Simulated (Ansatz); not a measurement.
Equation of state of aluminium, simple cubic

Level of theory: DFT, revPBE, plane waves (420 eV) with PAW, scalar-relativistic in Ansatz. (PAW data from PBE, frozen cores regenerated.)

The cell is scaled uniformly from the relaxed one, with fractional coordinates and shape fixed. Energies are extrapolated to zero smearing, pressures are those at the given smearing. Magnetic state: spin not included.

| V (Å³/atom) | E − E₀ (meV/atom) | P (GPa) |
| --- | --- | --- |
| 18.009 | 62.4 | 9.35 |
| 18.828 | 25.1 | 5.54 |
| 19.646 | 5.5 | 2.45 |
| 20.465 | 0.0 | -0.03 |
| 21.283 | 5.8 | -2.01 |
| 22.102 | 20.7 | -3.60 |
| 22.921 | 42.8 | -4.85 |

(1) Fit a third-order Birch-Murnaghan equation.

## Answers

(1) V₀ = 20.42 Å³/atom, B₀ = 56 GPa, B₀′ = 4.5.
